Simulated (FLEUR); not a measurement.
# CdSe (Cadmoselite) (P6_3mc) in FLEUR: settings compared

One crystal, CdSe (Cadmoselite), is run at these levels: PBE, PBEsol; tasks: band structure, equation of state.

Everything below comes from runs of FLEUR MaX-R8.1 (later development tree). Logs are shortened: lines on timing, memory, paths and dates and some standing lists are left out, and cuts for length are marked.

**Experimental background.**

A printed reference work, data compilation reports, for a bulk crystal of CdSe at 2 K: band gap 1.841 eV.

The results are compared with them further down.

### Step 1. The structure

The structure is hexagonal, space group P6_3mc (No. 186). The conventional cell has a = 4.300 Å, b = 4.300 Å, c = 7.020 Å, α = 90.00°, β = 90.00°, γ = 120.00°. Cd (site symmetry 3m) has 4 Se at 2.61 to 2.70 Å as nearest neighbours. Se (site symmetry 3m) is surrounded by 4 Cd at 2.61 to 2.70 Å.

### Step 2. Band structure, PBE

Input file inp.xml:

```xml
<?xml version="1.0" encoding="UTF-8" standalone="no"?>
<fleurInput fleurInputVersion="0.39">
   <comment>
      CdSe                                                                                                
   </comment>
   <calculationSetup>
      <cutoffs Kmax="4.67" Gmax="14.5" GmaxXC="14.5" numbands="0"/>
      <scfLoop itmax="60" minDistance="0.00001" maxIterBroyd="15" imix="Anderson" alpha="0.05" precondParam="0.0" spinf="2.0" sdNocoIR="T"/>
      <coreElectrons ctail="T" frcor="F" kcrel="0" coretail_lmax="0"/>
      <xcFunctional name="pbe" relativisticCorrections="F"/>
      <magnetism jspins="1"/>
      <soc l_soc="F" theta="0.0" phi="0.0" spav="F"/>
      <expertModes spex="0" secvar="F"/>
      <geometryOptimization l_f="F" forcealpha="1.0" forcemix="BFGS" epsdisp="0.00001" epsforce="0.00001"/>
      <ldaU l_linMix="F" mixParam="0.05" spinf="1.0"/>
   </calculationSetup>
   <cell>
      <bzIntegration valenceElectrons="72.0" mode="hist" fermiSmearingEnergy="0.00183747">
         <kPointListSelection listName="default-1"/>
         <!-- k-points included here -->
         <xi:include xmlns:xi="http://www.w3.org/2001/XInclude" href="kpts.xml"> </xi:include>
      </bzIntegration>
      <!-- symmetry operations included here -->
      <xi:include xmlns:xi="http://www.w3.org/2001/XInclude" href="sym.xml"> </xi:include>
      <bulkLattice scale="1.0">
[... 32 lines left out ...]
         <lo type="SCLO" l="2" n="3" eDeriv="0"/>
         <lo type="SCLO" l="0" n="4" eDeriv="2"/>
         <lo type="SCLO" l="1" n="4" eDeriv="2"/>
         <lo type="SCLO" l="3" n="4" eDeriv="2"/>
      </species>
   </atomSpecies>
   <atomGroups>
      <atomGroup species="Cadmium (Cd)">
         <relPos label="                   1">-1.000/3.000 1.000/3.000 1.000/2.000</relPos>
         <relPos label="                   2">1.000/3.000 -1.000/3.000 .0000000000</relPos>
         <force calculate="T" relaxXYZ="TTT"/>
      </atomGroup>
      <atomGroup species="Selenium (Se)">
         <relPos label="                   3">-1.000/3.000 1.000/3.000 -.1150000000</relPos>
         <relPos label="                   4">1.000/3.000 -1.000/3.000 .3850000000</relPos>
         <force calculate="T" relaxXYZ="TTT"/>
      </atomGroup>
   </atomGroups>
   <output dos="F" band="F" slice="F">
      <checks vchk="F" cdinf="F"/>
      <bandDOS minEnergy="-.5*Htr" maxEnergy="0.5*Htr" sigma="0.015" storeEVData="T"/>
      <vacuumDOS vacdos="F" integ="F" star="F" nstars="0" locx1="0.0" locy1="0.0" locx2="0.0" locy2="0.0" nstm="0" tworkf="0.0"/>
      <unfoldingBand unfoldBand="F" supercellX="1" supercellY="1" supercellZ="1"/>
      <plotting iplot="0" polar="F">
         <plot TwoD="T" vec1="  1.0  0.0  0.0" vec2="  0.0  1.0  0.0" vec3="  0.0  0.0  1.0" zero="  0.0  0.0  0.0" file="plot"/>
      </plotting>
      <chargeDensitySlicing numkpt="0" minEigenval="0.0" maxEigenval="0.0" nnne="0" pallst="F"/>
      <specialOutput eonly="F"/>
      <moessbauerParams electricFieldGradient="T" isomerShift="T" coreHyperfine="T" valenceHyperfine="T"/>
      <magneticCircularDichroism mcd="F" energyLo="-10.0" energyUp="0.0"/>
   </output>
  <!-- We include the file relax.xml here to enable relaxations (see documentation) -->
  <xi:include xmlns:xi="http://www.w3.org/2001/XInclude" href="relax.xml"> <xi:fallback/> </xi:include>
</fleurInput>
```

Input file crystal.txt:

```
CdSe
&input cartesian=F /
4.3000000000  0.0000000000  0.0000000000
-2.1500000000  3.7239092363  0.0000000000
0.0000000000  0.0000000000  7.0200000000
1.8897261246
1.0 1.0 1.0

4
48 0.6666666667  0.3333333333  0.5000000000
48 0.3333333333  0.6666666667  0.0000000000
34 0.6666666667  0.3333333333  0.8850000000
34 0.3333333333  0.6666666667  0.3850000000

&kpt div1=7 div2=7 div3=4 gamma=T /
```

Input file inp.xml (bands):

```
<?xml version="1.0" encoding="UTF-8" standalone="no"?>
<fleurInput fleurInputVersion="0.39">
   <comment>
      CdSe                                                                                                
   </comment>
   <calculationSetup>
      <cutoffs Kmax="4.67" Gmax="14.5" GmaxXC="14.5" numbands="0"/>
      <scfLoop itmax="60" minDistance="0.00001" maxIterBroyd="15" imix="Anderson" alpha="0.05" precondParam="0.0" spinf="2.0" sdNocoIR="T"/>
      <coreElectrons ctail="T" frcor="F" kcrel="0" coretail_lmax="0"/>
      <xcFunctional name="pbe" relativisticCorrections="F"/>
      <magnetism jspins="1"/>
      <soc l_soc="F" theta="0.0" phi="0.0" spav="F"/>
      <expertModes spex="0" secvar="F"/>
      <geometryOptimization l_f="F" forcealpha="1.0" forcemix="BFGS" epsdisp="0.00001" epsforce="0.00001"/>
      <ldaU l_linMix="F" mixParam="0.05" spinf="1.0"/>
   </calculationSetup>
   <cell>
      <bzIntegration valenceElectrons="72.0" mode="hist" fermiSmearingEnergy="0.00183747">
         <kPointListSelection listName="path-1"/>
         <!-- k-points included here -->
         <xi:include xmlns:xi="http://www.w3.org/2001/XInclude" href="kpts.xml"> </xi:include>
      </bzIntegration>
      <!-- symmetry operations included here -->
      <xi:include xmlns:xi="http://www.w3.org/2001/XInclude" href="sym.xml"> </xi:include>
[... 33 lines left out ...]
         <lo type="SCLO" l="2" n="3" eDeriv="0"/>
         <lo type="SCLO" l="0" n="4" eDeriv="2"/>
         <lo type="SCLO" l="1" n="4" eDeriv="2"/>
         <lo type="SCLO" l="3" n="4" eDeriv="2"/>
      </species>
   </atomSpecies>
   <atomGroups>
      <atomGroup species="Cadmium (Cd)">
         <relPos label="                   1">-1.000/3.000 1.000/3.000 1.000/2.000</relPos>
         <relPos label="                   2">1.000/3.000 -1.000/3.000 .0000000000</relPos>
         <force calculate="T" relaxXYZ="TTT"/>
      </atomGroup>
      <atomGroup species="Selenium (Se)">
         <relPos label="                   3">-1.000/3.000 1.000/3.000 -.1150000000</relPos>
         <relPos label="                   4">1.000/3.000 -1.000/3.000 .3850000000</relPos>
         <force calculate="T" relaxXYZ="TTT"/>
      </atomGroup>
   </atomGroups>
   <output dos="F" band="T" slice="F">
      <checks vchk="F" cdinf="F"/>
      <bandDOS minEnergy="-.5*Htr" maxEnergy="0.5*Htr" sigma="0.015" storeEVData="T"/>
      <vacuumDOS vacdos="F" integ="F" star="F" nstars="0" locx1="0.0" locy1="0.0" locx2="0.0" locy2="0.0" nstm="0" tworkf="0.0"/>
      <unfoldingBand unfoldBand="F" supercellX="1" supercellY="1" supercellZ="1"/>
      <plotting iplot="0" polar="F">
         <plot TwoD="T" vec1="  1.0  0.0  0.0" vec2="  0.0  1.0  0.0" vec3="  0.0  0.0  1.0" zero="  0.0  0.0  0.0" file="plot"/>
      </plotting>
      <chargeDensitySlicing numkpt="0" minEigenval="0.0" maxEigenval="0.0" nnne="0" pallst="F"/>
      <specialOutput eonly="F"/>
      <moessbauerParams electricFieldGradient="T" isomerShift="T" coreHyperfine="T" valenceHyperfine="T"/>
      <magneticCircularDichroism mcd="F" energyLo="-10.0" energyUp="0.0"/>
   </output>
  <!-- We include the file relax.xml here to enable relaxations (see documentation) -->
  <xi:include xmlns:xi="http://www.w3.org/2001/XInclude" href="relax.xml"> <xi:fallback/> </xi:include>
</fleurInput>
```

Potentials or basis: all-electron, FLAPW.

The run is started by

```
inpgen -f crystal.txt -profile fastHighL
# inp.xml edited to the form shown
fleur_MPI
fleur_MPI   # second run, on inp.xml (bands)
```

The log of the run:

```text
Welcome to FLEUR        (www.flapw.de)
      MaX-Release 8.1          (www.max-centre.eu)

 ========== k-point set info ==========
 Selected k-point list: default-1
 k-point list type: mesh
 7 x 7 x 4
 Number of k points: 24

 ------------Calculation Setup---------------------------
 Number of MPI-tasks      :            1
 Number of PE/node        :            1
 Number of OMP-threads    :            1
 Most efficient MPI parallelization for:
           1           2           3           4           6           8          12          24
 Additional eigenvalue parallelization possible
 Number of basis functions:         1460
 Approximate size of matrices (H+S) per k-point:         0.064 GB
 --------------------------------------------------------
 Iteration:     1   Distance:       6.17262973 me/bohr^3
 Iteration:     2   Distance:       5.58810712 me/bohr^3
 Iteration:     3   Distance:       3.21664246 me/bohr^3
 Iteration:     4   Distance:       1.21566580 me/bohr^3
 Iteration:     5   Distance:       0.93691357 me/bohr^3
 Iteration:     6   Distance:       0.17946107 me/bohr^3
 Iteration:     7   Distance:       0.10825531 me/bohr^3
 Iteration:     8   Distance:       0.05809710 me/bohr^3
 Iteration:     9   Distance:       0.00585915 me/bohr^3
 Iteration:    10   Distance:       0.00539422 me/bohr^3
 Iteration:    11   Distance:       0.00102881 me/bohr^3
 Iteration:    12   Distance:       0.00038100 me/bohr^3
 Iteration:    13   Distance:       0.00018874 me/bohr^3
 Iteration:    14   Distance:       0.00005229 me/bohr^3
 Iteration:    15   Distance:       0.00004499 me/bohr^3
 Iteration:    16   Distance:       0.00004011 me/bohr^3
 Iteration:    17   Distance:       0.00002129 me/bohr^3
 Iteration:    18   Distance:       0.00000705 me/bohr^3

 ********************************************************************
 Run finished successfully
 Stop message:
   all done
 ********************************************************************
```

It took 9.8 min on 1 thread of Intel Xeon 6975P-C (Granite Rapids), shared host; peak memory 0.18 GiB.

Results:

* Free energy: -436813.8464 eV
* Band gap on the k mesh: 0.70 eV, direct
* Band gap along the path: 0.70 eV, direct
* Valence electrons inside the program's atomic spheres: Cd 18.38; Se 13.60 (radii Cd 2.47, Se 2.1 bohr)

Levels at the corners of the path, in eV from the valence-band top:
```tsv
point	band 34	band 35	band 36	band 37	band 38	band 39
Γ	-0.01	0.00	0.00	0.70	2.12	5.89
M	-1.85	-1.23	-0.83	3.23	3.32	4.81
K	-1.79	-1.79	-1.78	4.39	4.80	4.80
Γ	-0.01	0.00	0.00	0.70	2.12	5.89
A	-0.37	-0.37	-0.37	2.34	2.34	5.82
L	-1.38	-1.29	-1.29	2.99	2.99	4.79
H	-2.48	-1.05	-1.05	3.80	3.80	5.92
A	-0.37	-0.37	-0.37	2.34	2.34	5.82
L	-1.38	-1.29	-1.29	2.99	2.99	4.79
M	-1.85	-1.23	-0.83	3.23	3.32	4.81
K	-1.79	-1.79	-1.78	4.39	4.80	4.80
H	-2.48	-1.05	-1.05	3.80	3.80	5.92
```

Core levels (eV from the Fermi level):
| atom | levels |
| --- | --- |
| 1 Cd | 1s1/2 -26506.1, 2s1/2 -3930.8, 2p1/2 -3659.0, 2p3/2 -3466.5, 3s1/2 -729.5, 3p1/2 -620.6, 3p3/2 -586.2, 3d3/2 -393.6, 3d5/2 -386.6 |
| 2 Cd | 1s1/2 -26506.1, 2s1/2 -3930.8, 2p1/2 -3659.0, 2p3/2 -3466.5, 3s1/2 -729.5, 3p1/2 -620.6, 3p3/2 -586.2, 3d3/2 -393.6, 3d5/2 -386.6 |
| 3 Se | 1s1/2 -12494.8, 2s1/2 -1600.3, 2p1/2 -1435.0, 2p3/2 -1393.2, 3s1/2 -207.3, 3p1/2 -150.8, 3p3/2 -144.9 |
| 4 Se | 1s1/2 -12494.8, 2s1/2 -1600.3, 2p1/2 -1435.0, 2p3/2 -1393.2, 3s1/2 -207.3, 3p1/2 -150.8, 3p3/2 -144.9 |

### Step 3. Band structure, PBE, spin-orbit coupling, no magnetisation

Changes to inp.xml since step 2:

```diff
@@ -6,3 +6,3 @@
    <calculationSetup>
-      <cutoffs Kmax="4.67" Gmax="14.5" GmaxXC="14.5" numbands="0"/>
+      <cutoffs Kmax="4.67" Gmax="14.5" GmaxXC="14.5" numbands="200"/>
       <scfLoop itmax="60" minDistance="0.00001" maxIterBroyd="15" imix="Anderson" alpha="0.05" precondParam="0.0" spinf="2.0" sdNocoIR="T"/>
@@ -11,3 +11,3 @@
       <magnetism jspins="1"/>
-      <soc l_soc="F" theta="0.0" phi="0.0" spav="F"/>
+      <soc l_soc="T" theta="0.0" phi="0.0" spav="F"/>
       <expertModes spex="0" secvar="F"/>
```

crystal.txt, as its differences from that of step 2:

```diff
@@ -14,2 +14,3 @@
 
-&kpt div1=7 div2=7 div3=4 gamma=T /
+&soc 0.0 0.0 /
+&kpt div1=5 div2=5 div3=3 gamma=T /
```

Changes to inp.xml (bands) since step 2:

```diff
@@ -6,3 +6,3 @@
    <calculationSetup>
-      <cutoffs Kmax="4.67" Gmax="14.5" GmaxXC="14.5" numbands="0"/>
+      <cutoffs Kmax="4.67" Gmax="14.5" GmaxXC="14.5" numbands="200"/>
       <scfLoop itmax="60" minDistance="0.00001" maxIterBroyd="15" imix="Anderson" alpha="0.05" precondParam="0.0" spinf="2.0" sdNocoIR="T"/>
@@ -11,3 +11,3 @@
       <magnetism jspins="1"/>
-      <soc l_soc="F" theta="0.0" phi="0.0" spav="F"/>
+      <soc l_soc="T" theta="0.0" phi="0.0" spav="F"/>
       <expertModes spex="0" secvar="F"/>
```

Potentials or basis: all-electron, FLAPW.

The run is started by

```
inpgen -f crystal.txt -profile fastHighL
# inp.xml edited to the form shown
fleur_MPI
fleur_MPI   # second run, on inp.xml (bands)
```

Run time: 12 min. Hardware: 1 thread of Intel Xeon 6975P-C (Granite Rapids), shared host; peak memory 0.29 GiB.

The run converged. Its results:

```yaml
Free_energy: -436814.2066 eV
Band_gap_on_the_k_mesh: 0.58 eV, direct
Band_gap_along_the_path: 0.58 eV, direct
Valence_electrons_inside_the_program's_atomic_spheres: Cd 18.38; Se 13.60 (radii Cd 2.47, Se 2.1 bohr)
```

Levels at the corners of the path, in eV from the valence-band top:
```csv
point,band 70,band 71,band 72,band 73,band 74,band 75
Γ,0.00,0.00,0.00,0.58,0.58,2.00
M,-1.38,-0.92,-0.92,3.10,3.10,3.21
K,-1.90,-1.80,-1.80,4.27,4.27,4.53
Γ,0.00,0.00,0.00,0.58,0.58,2.00
A,-0.37,-0.37,-0.37,2.22,2.22,2.22
L,-1.36,-1.36,-1.36,2.87,2.87,2.87
H,-1.20,-1.14,-1.14,3.65,3.65,3.71
A,-0.37,-0.37,-0.37,2.22,2.22,2.22
L,-1.36,-1.36,-1.36,2.87,2.87,2.87
M,-1.38,-0.92,-0.92,3.10,3.10,3.21
K,-1.90,-1.80,-1.80,4.27,4.27,4.53
H,-1.20,-1.14,-1.14,3.65,3.65,3.71
```

Core levels (eV from the Fermi level):
```tsv
atom	levels
1 Cd	1s1/2 -26506.1, 2s1/2 -3930.9, 2p1/2 -3659.1, 2p3/2 -3466.6, 3s1/2 -729.6, 3p1/2 -620.7, 3p3/2 -586.3, 3d3/2 -393.7, 3d5/2 -386.7
2 Cd	1s1/2 -26506.1, 2s1/2 -3930.9, 2p1/2 -3659.1, 2p3/2 -3466.6, 3s1/2 -729.6, 3p1/2 -620.7, 3p3/2 -586.3, 3d3/2 -393.7, 3d5/2 -386.7
3 Se	1s1/2 -12494.9, 2s1/2 -1600.3, 2p1/2 -1435.0, 2p3/2 -1393.2, 3s1/2 -207.3, 3p1/2 -150.8, 3p3/2 -144.9
4 Se	1s1/2 -12494.9, 2s1/2 -1600.3, 2p1/2 -1435.0, 2p3/2 -1393.2, 3s1/2 -207.3, 3p1/2 -150.8, 3p3/2 -144.9
```

Caveat: spin-orbit coupling is added in second variation on a limited number of bands.

### Step 4. Band structure, PBEsol

Changes to inp.xml since step 3:

```diff
@@ -6,8 +6,8 @@
    <calculationSetup>
-      <cutoffs Kmax="4.67" Gmax="14.5" GmaxXC="14.5" numbands="200"/>
+      <cutoffs Kmax="4.67" Gmax="14.5" GmaxXC="14.5" numbands="0"/>
       <scfLoop itmax="60" minDistance="0.00001" maxIterBroyd="15" imix="Anderson" alpha="0.05" precondParam="0.0" spinf="2.0" sdNocoIR="T"/>
       <coreElectrons ctail="T" frcor="F" kcrel="0" coretail_lmax="0"/>
-      <xcFunctional name="pbe" relativisticCorrections="F"/>
+      <xcFunctional name="PBEs" relativisticCorrections="F"/>
       <magnetism jspins="1"/>
-      <soc l_soc="T" theta="0.0" phi="0.0" spav="F"/>
+      <soc l_soc="F" theta="0.0" phi="0.0" spav="F"/>
       <expertModes spex="0" secvar="F"/>
```

crystal.txt, as its differences from that of step 3:

```diff
@@ -14,3 +14,2 @@
 
-&soc 0.0 0.0 /
-&kpt div1=5 div2=5 div3=3 gamma=T /
+&kpt div1=7 div2=7 div3=4 gamma=T /
```

Changes to inp.xml (bands) since step 3:

```diff
@@ -6,8 +6,8 @@
    <calculationSetup>
-      <cutoffs Kmax="4.67" Gmax="14.5" GmaxXC="14.5" numbands="200"/>
+      <cutoffs Kmax="4.67" Gmax="14.5" GmaxXC="14.5" numbands="0"/>
       <scfLoop itmax="60" minDistance="0.00001" maxIterBroyd="15" imix="Anderson" alpha="0.05" precondParam="0.0" spinf="2.0" sdNocoIR="T"/>
       <coreElectrons ctail="T" frcor="F" kcrel="0" coretail_lmax="0"/>
-      <xcFunctional name="pbe" relativisticCorrections="F"/>
+      <xcFunctional name="PBEs" relativisticCorrections="F"/>
       <magnetism jspins="1"/>
-      <soc l_soc="T" theta="0.0" phi="0.0" spav="F"/>
+      <soc l_soc="F" theta="0.0" phi="0.0" spav="F"/>
       <expertModes spex="0" secvar="F"/>
```

Potentials or basis: all-electron, FLAPW.

The run is started by

```
inpgen -f crystal.txt -profile fastHighL
# inp.xml edited to the form shown
fleur_MPI
fleur_MPI   # second run, on inp.xml (bands)
```

The log of the run:

```text
Welcome to FLEUR        (www.flapw.de)
      MaX-Release 8.1          (www.max-centre.eu)

 ========== k-point set info ==========
 Selected k-point list: default-1
 k-point list type: mesh
 7 x 7 x 4
 Number of k points: 24

 ------------Calculation Setup---------------------------
 Number of MPI-tasks      :            1
 Number of PE/node        :            1
 Number of OMP-threads    :            1
 Most efficient MPI parallelization for:
           1           2           3           4           6           8          12          24
 Additional eigenvalue parallelization possible
 Number of basis functions:         1460
 Approximate size of matrices (H+S) per k-point:         0.064 GB
 --------------------------------------------------------
 Iteration:     1   Distance:       6.09166592 me/bohr^3
 Iteration:     2   Distance:       5.51202778 me/bohr^3
 Iteration:     3   Distance:       3.21583383 me/bohr^3
 Iteration:     4   Distance:       1.16066862 me/bohr^3
 Iteration:     5   Distance:       0.89540706 me/bohr^3
 Iteration:     6   Distance:       0.15863021 me/bohr^3
 Iteration:     7   Distance:       0.07134955 me/bohr^3
 Iteration:     8   Distance:       0.05455782 me/bohr^3
 Iteration:     9   Distance:       0.00537073 me/bohr^3
 Iteration:    10   Distance:       0.00491491 me/bohr^3
 Iteration:    11   Distance:       0.00097193 me/bohr^3
 Iteration:    12   Distance:       0.00026161 me/bohr^3
 Iteration:    13   Distance:       0.00019230 me/bohr^3
 Iteration:    14   Distance:       0.00005770 me/bohr^3
 Iteration:    15   Distance:       0.00001533 me/bohr^3
 Iteration:    16   Distance:       0.00001315 me/bohr^3
 Iteration:    17   Distance:       0.00000508 me/bohr^3

 ********************************************************************
 Run finished successfully
 Stop message:
   all done
 ********************************************************************
```

Wall time 22 min (1 thread of Arm Neoverse V1, shared host); peak memory 0.18 GiB.

Results:

```
Free energy                                           : -436583.0828 eV
Band gap on the k mesh                                : 0.58 eV, direct
Band gap along the path                               : 0.58 eV, direct
Valence electrons inside the program's atomic spheres : Cd 18.38; Se 13.59 (radii Cd 2.47, Se 2.1 bohr)
```

Levels at the corners of the path, in eV from the valence-band top:
```
point  band 33  band 34  band 35  band 36  band 37  band 38  band 39  band 40
    Γ    -0.73    -0.01     0.00     0.00     0.58     2.02     5.81     5.81
    M    -2.60    -1.88    -1.26    -0.84     3.14     3.21     4.70     6.07
    K    -3.11    -1.82    -1.82    -1.81     4.26     4.75     4.75     6.95
    Γ    -0.73    -0.01     0.00     0.00     0.58     2.02     5.81     5.81
    A    -0.38    -0.38    -0.38    -0.38     2.24     2.24     5.72     5.72
    L    -1.40    -1.40    -1.31    -1.31     2.88     2.88     4.70     4.70
    H    -2.52    -2.52    -1.07    -1.07     3.71     3.71     5.79     5.79
    A    -0.38    -0.38    -0.38    -0.38     2.24     2.24     5.72     5.72
    L    -1.40    -1.40    -1.31    -1.31     2.88     2.88     4.70     4.70
    M    -2.60    -1.88    -1.26    -0.84     3.14     3.21     4.70     6.07
    K    -3.11    -1.82    -1.82    -1.81     4.26     4.75     4.75     6.95
    H    -2.52    -2.52    -1.07    -1.07     3.71     3.71     5.79     5.79
```

Core levels (eV from the Fermi level):
```csv
atom,levels
1 Cd,"1s1/2 -26491.5, 2s1/2 -3928.9, 2p1/2 -3657.8, 2p3/2 -3465.5, 3s1/2 -728.9, 3p1/2 -620.2, 3p3/2 -585.9, 3d3/2 -393.5, 3d5/2 -386.5"
2 Cd,"1s1/2 -26491.5, 2s1/2 -3928.9, 2p1/2 -3657.8, 2p3/2 -3465.5, 3s1/2 -728.9, 3p1/2 -620.2, 3p3/2 -585.9, 3d3/2 -393.5, 3d5/2 -386.5"
3 Se,"1s1/2 -12485.0, 2s1/2 -1599.1, 2p1/2 -1434.3, 2p3/2 -1392.5, 3s1/2 -206.9, 3p1/2 -150.5, 3p3/2 -144.7"
4 Se,"1s1/2 -12485.0, 2s1/2 -1599.1, 2p1/2 -1434.3, 2p3/2 -1392.5, 3s1/2 -206.9, 3p1/2 -150.5, 3p3/2 -144.7"
```

[end of part 1 of 2]
